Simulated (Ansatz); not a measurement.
NaH in Ansatz: the effect of functional

The system is NaH.

```
CELL_PARAMETERS angstrom
0.00000 2.47211 2.47211
2.47211 0.00000 2.47211
2.47211 2.47211 0.00000
ATOMIC_POSITIONS crystal
Na 0.00000 0.00000 0.00000
H 0.50000 0.50000 0.50000
```

The cell isn't the ideal one: volume scaled by 1.04.

Alike in all runs:

```yaml
Program: Ansatz 0.2.0
Task: single point
Potentials_or_basis: Ansatz PAW
k_mesh: 9 × 9 × 9
Occupations: fermi-dirac, width 0.05 eV
Spin: no spin polarisation
```

```csv
functional,cutoff,gap on the mesh (eV),pressure (GPa)
LDA,420 eV (not typed: the program's choice for these potentials),?,?
PBEsol,420 eV (not typed: the program's choice for these potentials),3.76,-1.9
r2SCAN,500 eV (not typed: the program's choice for these potentials),4.53,-1.9
```

What does the run with functional LDA give?

gap on the mesh 3.60 eV; pressure -3.2 GPa.

Caveats: odd divisions of the mesh miss points on the zone boundary, where band edges often lie, so the gap on the mesh can be too wide; the PAW data sets come from PBE, with cores solved anew for the run's functional, which leaves a small shift of forces and pressure.

A k mesh can miss the band edges.

Runs at the PBE level aren't shown here.
